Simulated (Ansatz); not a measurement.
Runs of Ansatz 0.2.0 on SnO2. It takes space group Fm-3m (No. 225, cubic). The conventional cell has a = 5.148 Å, b = 5.148 Å, c = 5.148 Å, α = 90.00°, β = 90.00°, γ = 90.00°. Sn (site symmetry m-3m) has 8 O at 2.23 Å as nearest neighbours. O (site symmetry -43m) has 4 Sn at 2.23 Å as nearest neighbours. Measurements of this composition are mostly on another form, of space group No. 136.

```tsv
task	level	cutoff (eV)	points for each segment of the path	gap on the mesh (eV)	pressure (GPa)
single point	r2SCAN50	500	-	(c)	-24.8
single point	r2SCANh	500	-	1.21	-13.0
single point	r2SCAN0	500	-	2.38	-17.7
single point	HF	420	-	9.60	(a)
band structure	HSEsol	420	4	1.19	(b)
```

Alike in all rows: potentials or basis Ansatz PAW; no spin polarisation; cell as given; k mesh 5 × 5 × 5; smearing fermi-dirac 0.05 eV; the mesh is coarse, so values aren't converged.

Problem. Fill in the values left out.

Solution. (a) -23.2; (b) -16.9; (c) 4.46.

Caveats: all runs use coarse meshes; spin-orbit coupling is left out, which moves the levels of the heavy elements; the PAW data sets come from PBE, with cores solved anew for the run's functional, which leaves a small shift of forces and pressure; the thresholds are loose for stress; odd divisions of the mesh miss points on the zone boundary, where band edges often lie, so the gap on the mesh can be too wide (some runs); so large a pressure means that the cell lies far from this level's equilibrium, or that cutoff or potentials fall short (some runs); the k mesh misses the band edges, so the gap on the mesh is wider than the one along the path (some runs).

A k mesh can miss the band edges, and the runs leave out spin-orbit coupling on Sn.
